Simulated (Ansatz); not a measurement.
**TaS2: LAPW beside PAW**

Aim: solve TaS2 at one geometry with all-electron LAPW, PAW on the default files and datasets made for this crystal, and see where they agree.

Computed with Ansatz 0.2.0 (DFT PBE, scalar-relativistic, unless a step's input says otherwise).

### Step 1. The starting structure

It takes space group P-3m1 (No. 164, trigonal). The conventional cell has a = 3.350 Å, b = 3.350 Å, c = 5.860 Å, α = 90.00°, β = 90.00°, γ = 120.00°. Ta (site symmetry -3m) is surrounded by 6 S at 2.43 Å. S (site symmetry 3m) has 3 Ta at 2.43 Å as nearest neighbours.

Structure file:

```xyz
3
Lattice="3.3500 0.0000 0.0000 -1.6750 2.9012 0.0000 0.0000 0.0000 5.8600" Properties=species:S:1:pos:R:3 pbc="T T T"
Ta    0.0000    0.0000    0.0000
S     0.0000    1.9341    1.4650
S     1.6750    0.9671    4.3950
```

The geometry is a database entry used as it stands. It may stem from high pressure or temperature, or be incomplete, so it serves as a test cell.

Atoms are numbered in the order of the input: Ta1, S2, S3.

### Step 2. All-electron LAPW

Contents of input.yaml:

```yaml
crystal:
  lattice:
    - [3.3500021206, 0.0, 0.0]
    - [-1.6750010603, 2.9011869392, 0.0]
    - [0.0, 0.0, 5.86]
  atoms:
    - { symbol: Ta, position: [0.0, 0.0, 0.0] }
    - { symbol: S, position: [0.3333333333, 0.6666666667, 0.25] }
    - { symbol: S, position: [0.6666666667, 0.3333333333, 0.75] }
kpoints:
  mp_grid: { grid: [8, 8, 4] }
  band_path:
    path:
      - [0.0, 0.0, 0.0]
      - [0.5, 0.0, 0.0]
      - [0.3333333333, 0.3333333333, 0.0]
      - [0.0, 0.0, 0.0]
      - [0.0, 0.0, 0.5]
      - [0.5, 0.0, 0.5]
      - [0.3333333333, 0.3333333333, 0.5]
      - [0.0, 0.0, 0.5]
      - [0.5, 0.0, 0.5]
    npoints: 8
scf:
  occupations: { method: fermi_dirac, width: 0.02 }
hamiltonian:
  xc: pbe
  pseudopotentials: { kind: all_electron, lapw: { basis_error: 0.001 } }
output:
  forces: true
  stress: true
  eigenvalues: true
  fatbands: true
  populations: true
  dos: { projected: true, de: 0.2, e_range: [-14, 8] }
```

Log:

```text
Ta: projections on atomic orbitals take those of the free atom 1s2 2s2 2p6 3s2 3p6 3d10 4s2 4p6 4d10 4f14 5s2 5p6 5d3 6s2, of charge +0.00 (hamiltonian.pseudopotentials.projection_atoms)
S: projections on atomic orbitals take those of the free atom 1s2 2s2 2p6 3s2 3p4, of charge +0.00 (hamiltonian.pseudopotentials.projection_atoms)
LAPW: plane waves up to 8.605 Å⁻¹, error target 1.0e-3 eV per atom; small_component_spin mean_spin; S in spheres of 1.036 Å, 14 of its electrons in bands, Dirac shells []; Ta in spheres of 1.390 Å, 43 of its electrons in bands, Dirac shells []
Engine: ansatz 0.2.0
Pseudopotentials: kind: all_electron
Pseudopotential: Ta, LAPW, valence charge 43, Koelling and Harmon's equation, gaussian nucleus
Pseudopotential: S, LAPW, valence charge 14, Koelling and Harmon's equation, gaussian nucleus
Functional definition: PBE
  parameter kappa = 0.804
  parameter beta = 0.06672455060314922
  exchange = pbe_x(kappa = kappa, mu = beta*pi^2/3)
  correlation = pbe_c(beta = beta)
Crystal: 3 atoms, lattice volume = 56.953 Å³
Basis set: ecut = 282.1183462539127 eV, 599 PW (Γ), exchange–correlation at level 2
Bands: 43, of which v1, the nominal top of the filled ones, is band 36 counted from 1 (35 counted from 0)
Symmetry: 12 space group operations
Space group: P-3m1 (ITA 164), of the structure as read, at distance tolerance 3.8e-5 Å
k-points: 35 of 256
Non-local potential: Ta, projectors of the file, none
Non-local potential: S, projectors of the file, none
Initial density: superposition of atomic densities (chi_scale 0.1, normalization cell, long waves kept (reshape's long-wave potential 0.18 eV rms))
Initial wavefunctions: plane waves of lowest kinetic energy (no species holds an atomic orbital)
Functional: x = pbe(κ = 0.804, μ = 0.2195149727645171), c = pbe(β = 0.06672455060314922)
iter 1 solved again at ethr=2.01e-3 eV; its pass at ethr=1.00e-1 eV (dr2=1.43e0 eV) is discarded
SCF iter   1: F=—  HF=-446297.982746 eV  |F-HF|=—  |Δ(HF+E_count)|=         —  Δρ=4.50e-2  dr2=1.43e0  ethr=2.01e-3  ⟨swp⟩=2.0  Hψ=9735  notcnv=0
preconditioner: auto → LDOS  [insulator: Δε(μ)=0.070 eV  Ē_g=16.971 eV  σ=0.020 eV  W_gap=0.66  n_scr=22 (ndim 8)  ℏωp=27.4 eV  f_vac=0.130  D(μ)=2.18/eV (n_scr^D=22)  ε∞_Penn≈3.6  β→1.0]
SCF iter   2: F=—  HF=-446297.579428 eV  |F-HF|=—  |Δ(HF+E_count)|=   4.03e-1  Δρ=2.27e-2  dr2=3.80e-1  ethr=2.01e-3  ⟨swp⟩=3.0  Hψ=4940  notcnv=0
SCF iter   3: F=—  HF=-446297.493741 eV  |F-HF|=—  |Δ(HF+E_count)|=   8.57e-2  Δρ=9.63e-3  dr2=8.97e-2  ethr=5.35e-4  ⟨swp⟩=3.0  Hψ=5011  notcnv=0
SCF iter   4: F=—  HF=-446297.431956 eV  |F-HF|=—  |Δ(HF+E_count)|=   6.18e-2  Δρ=6.29e-3  dr2=3.16e-2  ethr=1.26e-4  ⟨swp⟩=2.0  Hψ=4515  notcnv=0
SCF iter   5: F=—  HF=-446297.417709 eV  |F-HF|=—  |Δ(HF+E_count)|=         —  Δρ=1.84e-3  dr2=3.85e-3  ethr=4.46e-5  ⟨swp⟩=2.0  Hψ=4497  notcnv=0
the basis was enlarged: its passes take 535.5 KiB over the memory plan, 1 of 1 planned eigensolver slots
iter 6 solved again at ethr=3.47e-7 eV; its pass at ethr=5.42e-6 eV (dr2=2.46e-4 eV) is discarded
SCF iter   6: F=—  HF=-446297.417175 eV  |F-HF|=—  |Δ(HF+E_count)|=   5.34e-4  Δρ=4.31e-4  dr2=2.46e-4  ethr=3.47e-7  ⟨swp⟩=2.0  Hψ=7338  notcnv=0
SCF iter   7: F=—  HF=-446297.417148 eV  |F-HF|=—  |Δ(HF+E_count)|=   2.75e-5  Δρ=7.23e-5  dr2=5.77e-6  ethr=3.47e-7  ⟨swp⟩=2.0  Hψ=4264  notcnv=0
SCF iter   8: F=-446297.417148 eV  HF=-446297.417147 eV  |F-HF|=8.01e-8  |Δ(HF+E_count)|=   2.32e-7  Δρ=1.29e-5  dr2=7.86e-8  ethr=8.13e-9  ⟨swp⟩=2.2  Hψ=4272  notcnv=0
SCF 1 converged in 8 iterations: F = -446297.417148 eV  dr2 = 7.86e-8
NSCF: frozen V_eff on 65 k-points
SCF converged after 8 iterations
Free energy (F): -446297.417148 eV
Harris-Foulkes:  -446297.417147 eV  (|F-HF|=8.01e-8)
Internal energy: -446297.411725 eV  (E = F + TS)
E sigma→0 (E₀):  -446297.414436 eV
Entropy (-TS):   -0.005423 eV (-1.808 meV/atom)
Fermi energy:    13.278300 eV
--- Per-component energies (eV) ---
  E_band       = -6984.039483
  E_kinetic    = 495766.679217
  E_xc         = -10021.301445
  E_electrostatic = -932042.789497  (all electrons and nuclei)
  E_smearing   = -0.005423  (= −TS)
  E_closure    = 0.000000  (closes the sum)
  E_atoms      = -446276.534439  (free atoms, spherical and without spin; not in F)
  Σ components = -446297.417148   (vs F -446297.417148, Δ=0.00e0)
  Basis errors (estimates in eV, not in F): energy 4.8e-4 per atom: plane waves 4.3e-4 (2.5e-4 summed), levels above the bands 8.0e-186, relativity 2.7e-8, radial functions 4.7e-5, core shells 3.2e-8; eigenvalues (radial functions only) 1.8e-6; not estimated: angular momenta, meshes, grids; target (lapw.basis_error) 1.0e-3; muffin-tin radii S 1.036 Å, Ta 1.390 Å
--- Forces (eV/Å), atoms counted from 1 ---
  atom   1  Ta    -0.00000000     0.00000000     0.00000000
  atom   2  S      0.00000000     0.00000000     1.21352251
  atom   3  S     -0.00000000    -0.00000000    -1.21352251
  max |Σ_I F_I| component: 1.97e-31 eV/Å
--- Stress (GPa, compression-positive) ---
        7.601576       0.000000       0.000000
       -0.000000       7.601576       0.000000
        0.000000       0.000000      12.018030
  P = ⅓ Tr σ = 9.0737 GPa (90.737 kbar)
--- Band table (eV; the first three rows and the last of 35) ---
  k-point 0: bands = ["-382.8514", "-382.8514", "-382.8229", "-204.4138", "-204.4138", "-204.3893", "-204.3825", "-204.3825", "-192.6182", "-192.6182", "-137.3922", "-137.3922", "-137.3922", "-137.3922", "-137.3809", "-137.3809", "-55.4726", "-21.9886", "-21.9473", "-21.9473", "-7.3305", "-7.2976", "-7.2824", "-7.2824", "-7.2721", "-7.2608", "-7.2608", "-1.9211", "0.1698", "6.2553", "8.9721", "8.9721", "11.8945", "12.4382", "12.4382", "13.2751", "13.2751", "13.5232", "17.3280", "17.3280", "18.4158", "18.8100", "22.1249"]
  k-point 1: bands = ["-382.8514", "-382.8514", "-382.8229", "-204.4138", "-204.4138", "-204.3893", "-204.3825", "-204.3825", "-192.6182", "-192.6182", "-137.3922", "-137.3922", "-137.3922", "-137.3922", "-137.3809", "-137.3809", "-55.4726", "-21.9887", "-21.9473", "-21.9473", "-7.3305", "-7.2976", "-7.2824", "-7.2824", "-7.2721", "-7.2608", "-7.2608", "-1.8044", "-0.0662", "6.7688", "8.9863", "8.9863", "10.7534", "12.3684", "12.3684", "13.2607", "13.2607", "14.1589", "17.5296", "17.5296", "18.4658", "19.5406", "22.2473"]
  k-point 2: bands = ["-382.8514", "-382.8514", "-382.8229", "-204.4138", "-204.4138", "-204.3893", "-204.3825", "-204.3825", "-192.6182", "-192.6182", "-137.3922", "-137.3922", "-137.3922", "-137.3922", "-137.3809", "-137.3809", "-55.4726", "-21.9888", "-21.9473", "-21.9473", "-7.3305", "-7.2976", "-7.2824", "-7.2824", "-7.2721", "-7.2608", "-7.2608", "-1.6556", "-0.3249", "7.5020", "9.0008", "9.0008", "9.6794", "12.3012", "12.3012", "13.2459", "13.2459", "14.4824", "17.7454", "17.7454", "18.6716", "20.3403", "22.3218"]
  k-point 34: bands = ["-382.8514", "-382.8514", "-382.8229", "-204.4138", "-204.4138", "-204.3893", "-204.3825", "-204.3825", "-192.6182", "-192.6182", "-137.3922", "-137.3922", "-137.3922", "-137.3922", "-137.3809", "-137.3809", "-55.4580", "-22.1950", "-22.1129", "-21.9220", "-7.3177", "-7.3077", "-7.2838", "-7.2785", "-7.2677", "-7.2652", "-7.2613", "0.0802", "0.3945", "7.0843", "7.7156", "8.4087", "9.2530", "9.5571", "10.1086", "13.8208", "15.0926", "15.1375", "17.6005", "19.0231", "20.0392", "20.8655", "21.9125"]
--- Löwdin populations: 3 sites ---
  site symbol       q [e]
     0     Ta     72.4449
     1      S     16.1831
     2      S     16.1831
  spilling = 0.001799 (of n_electrons = 105.000000)
```

Wall time 41 s (1 thread, shared host).

Read from it: pressure 9.07 GPa; no gap; largest force 1.214 eV/Å.

Levels at the path's labelled points, in eV from the Fermi level:

| point | band 33 | band 34 | band 35 | band 36 | band 37 | band 38 | band 39 |
| --- | --- | --- | --- | --- | --- | --- | --- |
| Γ | -1.38 | -0.84 | -0.84 | 0.00 | 0.00 | 0.24 | 4.05 |
| M | -4.15 | -3.50 | -2.31 | -0.84 | 2.43 | 2.97 | 4.49 |
| K | -3.85 | -3.85 | -3.24 | 1.14 | 2.10 | 2.10 | 4.16 |
| Γ | -1.38 | -0.84 | -0.84 | 0.00 | 0.00 | 0.24 | 4.05 |
| A | -3.60 | -0.98 | -0.98 | -0.03 | -0.03 | 1.20 | 4.47 |
| L | -4.28 | -2.29 | -2.03 | -1.28 | 2.42 | 2.97 | 4.38 |
| H | -3.83 | -3.59 | -3.59 | 1.22 | 1.44 | 1.44 | 5.06 |
| A | -3.60 | -0.98 | -0.98 | -0.03 | -0.03 | 1.20 | 4.47 |
| L | -4.28 | -2.29 | -2.03 | -1.28 | 2.42 | 2.97 | 4.38 |

States per cell, counted by energy window (eV from the Fermi level, on a grid of 0.20 eV):

```
from  to  total  S 3p  Ta 5d
 -10  -9   0.00  0.00   0.00
  -9  -8   0.00  0.00   0.00
  -8  -7   0.00  0.00   0.00
  -7  -6   1.21  0.73   0.31
  -6  -5   2.31  1.57   0.56
  -5  -4   2.88  1.78   0.92
  -4  -3   2.49  1.74   0.59
  -3  -2   2.46  2.03   0.31
  -2  -1   0.64  0.54   0.08
  -1   0   0.81  0.24   0.52
   0   1   1.45  0.37   1.00
   1   2   1.51  0.45   0.99
   2   3   2.22  0.33   1.73
   3   4   0.95  0.30   0.47
   4   5   2.04  0.68   0.90
```

### Step 3. PAW on the default files

input.yaml: that of step 2 with these lines changed.

```diff
@@ -27,3 +27,3 @@
   xc: pbe
-  pseudopotentials: { kind: all_electron, lapw: { basis_error: 0.001 } }
+  pseudopotentials: { kind: paw }
 output:
@@ -32,4 +32,5 @@
   eigenvalues: true
-  fatbands: true
+  efg: { contact_densities: true }
   populations: true
+  bader: true
   dos: { projected: true, de: 0.2, e_range: [-14, 8] }
```

Log:

```text
Ta: output.efg is read without spin–orbit coupling, which moves field gradients at and beside such atoms by some per cent and up to a factor of two; PAW files take it under magnetization.noncollinear and magnetization.spin_orbit
[... 1 set-up line as earlier in the session ...]
Pseudopotentials: kind: paw
Pseudopotential: Ta, paw, valence charge 13, recommended cutoff 420 eV (normal)
Pseudopotential: S, paw, valence charge 6, recommended cutoff 420 eV (normal)
[... 5 set-up lines as earlier in the session ...]
Crystal: 3 atoms, lattice volume = 56.953 Å³
Basis set: ecut = 420 eV, 1135 PW (Γ), exchange–correlation on 48×48×80 points (8 copies of the dense FFT grid, shifted against one another)
Bands: 17, of which v1, the nominal top of the filled ones, is band 13 counted from 1 (12 counted from 0)
[... 2 set-up lines as earlier in the session ...]
k-points: 35 of 256
Non-local potential: Ta, projectors of the file, l = 0: 3, l = 1: 2, l = 2: 2, l = 3: 1
Non-local potential: S, projectors of the file, l = 0: 2, l = 1: 2, l = 2: 2
PAW form: soft (Blöchl's): semilocal exchange-correlation on the pseudo side does not see the compensation charge
PAW one-centre angular grid: Ta, 590 points (default); XC on 64 Gauss nodes
PAW one-centre angular grid: S, 110 points (default); XC on 64 Gauss nodes
Initial density: superposition of atomic densities (neutral atoms: chi_scale 0, normalization atom), corrected by the library's trained network
Initial wavefunctions: pseudopotential atomic-orbital guess
[... 1 set-up line as earlier in the session ...]
SCF iter   1: F=—  HF=-11739.343574 eV  |F-HF|=—  |Δ(HF+E_count)|=         —  Δρ=1.72e-3  dr2=1.45e-3  ethr=1.77e-3  ⟨swp⟩=6.1  Hψ=3502  notcnv=0
preconditioner: auto → LDOS  [metal: Δε(μ)=0.030 eV  Ē_g=8.999 eV  σ=0.020 eV  W_gap=0.33  n_scr=10 (ndim 8)  ℏωp=20.3 eV  f_vac=0.012  D(μ)=4.29/eV (n_scr^D=36)  β→1.0]
SCF iter   2: F=—  HF=-11739.342802 eV  |F-HF|=—  |Δ(HF+E_count)|=   7.72e-4  Δρ=1.03e-3  dr2=1.23e-3  ethr=5.82e-6  ⟨swp⟩=2.2  Hψ=1416  notcnv=0  defer=5
SCF iter   3: F=—  HF=-11739.342507 eV  |F-HF|=—  |Δ(HF+E_count)|=   2.94e-4  Δρ=2.72e-4  dr2=7.43e-5  ethr=4.94e-6  ⟨swp⟩=2.0  Hψ=816  notcnv=0  defer=5
SCF iter   4: F=—  HF=-11739.342557 eV  |F-HF|=—  |Δ(HF+E_count)|=   4.94e-5  Δρ=1.11e-4  dr2=9.64e-6  ethr=2.97e-7  ⟨swp⟩=2.2  Hψ=821  notcnv=0  defer=5
SCF iter   5: F=—  HF=-11739.342556 eV  |F-HF|=—  |Δ(HF+E_count)|=   3.88e-7  Δρ=3.93e-5  dr2=2.00e-6  ethr=3.86e-8  ⟨swp⟩=1.0  Hψ=591  notcnv=0  defer=5
SCF iter   6: F=-11739.342556 eV  HF=-11739.342556 eV  |F-HF|=5.08e-8  |Δ(HF+E_count)|=   2.58e-7  Δρ=8.50e-6  dr2=8.35e-8  ethr=4.00e-10  ⟨swp⟩=4.3  Hψ=2616  notcnv=0
SCF 1 converged in 6 iterations: F = -11739.342556 eV  dr2 = 8.35e-8
NSCF: frozen V_eff on 65 k-points
SCF converged after 6 iterations
Free energy (F): -11739.342556 eV
Harris-Foulkes:  -11739.342556 eV  (|F-HF|=5.08e-8)
Internal energy: -11739.337147 eV  (E = F + TS)
E sigma→0 (E₀):  -11739.339852 eV
Entropy (-TS):   -0.005409 eV (-1.803 meV/atom)
Fermi energy:    10.730935 eV
--- Per-component energies (eV) ---
  E_band       = -185.613958
  E_kinetic    = 583.962236
  E_local      = -1416.749805  (includes V_loc(G=0)·N_el)
  E_nonlocal   = 71.671184
  E_hartree    = 540.158545
  E_xc         = -414.565222
  E_vxc        = -381.414530  (∫ρ·V_xc dr)
  E_paw        = -9597.604639  (= ΣΔE_a)
  E_vpaw       = -123.388787  (= ΣTr[D̂ρ^β])
  E_aug_tail   = 0.000137  (compensation charges beyond the density's cutoff)
  E_ewald      = -1506.209582
  E_smearing   = -0.005409  (= −TS)
  E_closure    = 0.000000  (closes the sum)
  Σ components = -11739.342556   (vs F -11739.342556, Δ=0.00e0)
--- Forces (eV/Å), atoms counted from 1 ---
  atom   1  Ta    -0.00000000     0.00000000     0.00000000
  atom   2  S      0.00000000     0.00000000     1.21633180
  atom   3  S     -0.00000000    -0.00000000    -1.21633180
  max |Σ_I F_I| component: 2.22e-16 eV/Å
--- Stress (GPa, compression-positive) ---
        7.599378       0.000000      -0.000000
        0.000000       7.599378      -0.000000
       -0.000000      -0.000000      12.029451
  P = ⅓ Tr σ = 9.0761 GPa (90.761 kbar)
--- PAW observables at the nuclei: V_zz in 10²¹ V/m², potentials from the cell's mean, atoms counted from 1 ---
  atom   1  Ta V_zz =   -17.005427   η = 0.0000   by run symmetry: allowed
            electrostatic potential = -14488.450176 V   contact ρ = 8154474.080625 e/Å³
  atom   2  S  V_zz =    -1.496899   η = 0.0000   by run symmetry: allowed
            electrostatic potential = -1637.874672 V   contact ρ = 19769.035279 e/Å³
  atom   3  S  V_zz =    -1.496899   η = 0.0000   by run symmetry: allowed
            electrostatic potential = -1637.874672 V   contact ρ = 19769.035279 e/Å³
--- Band table (eV; the first three rows and the last of 35) ---
  k-point 0: bands = ["-58.0137", "-24.5243", "-24.4896", "-24.4896", "-4.4699", "-2.3908", "3.7083", "6.4212", "6.4212", "9.3438", "9.8876", "9.8876", "10.7268", "10.7268", "10.9778", "14.7822", "14.7822"]
  k-point 1: bands = ["-58.0137", "-24.5243", "-24.4896", "-24.4896", "-4.3535", "-2.6257", "4.2216", "6.4354", "6.4354", "8.2013", "9.8179", "9.8179", "10.7125", "10.7125", "11.6154", "14.9839", "14.9839"]
  k-point 2: bands = ["-58.0137", "-24.5244", "-24.4896", "-24.4896", "-4.2048", "-2.8835", "4.9558", "6.4498", "6.4498", "7.1248", "9.7507", "9.7507", "10.6977", "10.6977", "11.9403", "15.1997", "15.1997"]
  k-point 34: bands = ["-57.9991", "-24.7373", "-24.6553", "-24.4577", "-2.4750", "-2.1647", "4.5344", "5.1643", "5.8583", "6.7039", "7.0109", "7.5610", "11.2728", "12.5442", "12.5900", "15.0528", "16.4754"]
--- Löwdin populations: 3 sites ---
  site symbol       q [e]
     0     Ta     12.4363
     1      S      6.1834
     2      S      6.1834
  spilling = 0.007878 (of n_electrons = 25.000000)
--- Bader charges: 3 sites ---
  site symbol  charge [e]  shift [e]
     0     Ta      1.8602     0.0054
     1      S     -0.9301     0.0027
     2      S     -0.9301     0.0027
  estimated error of the sums over rays = 4.8e-4 e
```

Wall time 33 s (1 thread, shared host).

In short: pressure 9.08 GPa; no gap; largest force 1.216 eV/Å; Vzz Ta1 -17.01 (η = 0.00), S2 -1.50 (η = 0.00) (10²¹ V/m²).

| atom | Bader charge (e) | basin volume (Å³) |
| --- | --- | --- |
| Ta1 | +1.86 | 12.06 |
| S2 | -0.93 | 22.45 |

(Part 1 of 2 ends here.)
